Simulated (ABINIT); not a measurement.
Wanted: the native input for an ABINIT 10.8.3 (patched build) run.

```yaml
Task: single point
Functional: r2SCAN
Potentials_or_basis: JTH PAW PBE v2.0
Cutoff: 626 eV
k_mesh: 13 × 13 × 10
Occupations: fermi-dirac, width 0.05 eV
Spin: no spin polarisation
Fine-grid_cutoff: 1224.51 eV
```

HfB2:

```
CELL_PARAMETERS angstrom
3.14000 0.00000 0.00000
-1.57000 2.71932 0.00000
0.00000 0.00000 3.48000
ATOMIC_POSITIONS crystal
Hf 0.00000 0.00000 0.00000
B 0.66667 0.33333 0.50000
B 0.33333 0.66667 0.50000
```

The input as run:

run.abi

```
pp_dirpath "./"
pseudos "Hf.GGA_PBE-JTH.xml, B.GGA_PBE-JTH.xml"

acell 3*1.0
rprim
     5.9337400313     0.0000000000     0.0000000000
    -2.9668700157     5.1387696066     0.0000000000
     0.0000000000     0.0000000000     6.5762469137
ntypat 2
znucl 72 5
natom 3
typat 1 2 2
xred
     0.0000000000     0.0000000000     0.0000000000
     0.6666666667     0.3333333333     0.5000000000
     0.3333333333     0.6666666667     0.5000000000

ecut 625.861884 eV
pawecutdg 45.0

kptopt 1
ngkpt 13 13 10
nshiftk 1
shiftk 0.0 0.0 0.0

ixc -497498
usekden 1
pawxcdev 0

nband 13
occopt 3
tsmear 0.00183747

nstep 100
tolvrs 1.0e-7

iomode 3
prtwf 0
prteig 0
prtebands 0
enunit 2
prtden 1
prtvha 1
prtvclmb 1
prtpot 1
```

Potentials or basis: JTH PAW PBE v2.0.

Command:

```bash
$ abinit run.abi > log 2>&1
```

Results of the run:

```
Pressure                                              : -0.5 GPa
Band gap on the k mesh                                : none (metal or under the smearing width)
Valence electrons inside the program's atomic spheres : Hf 9.69; B 1.85
```

Caveat: the PAW data sets were made with another functional, which shifts forces and pressure a little.

Wall time 2.4 min on 1 thread of Arm Neoverse V1, on a shared host, peak memory 0.19 GiB.
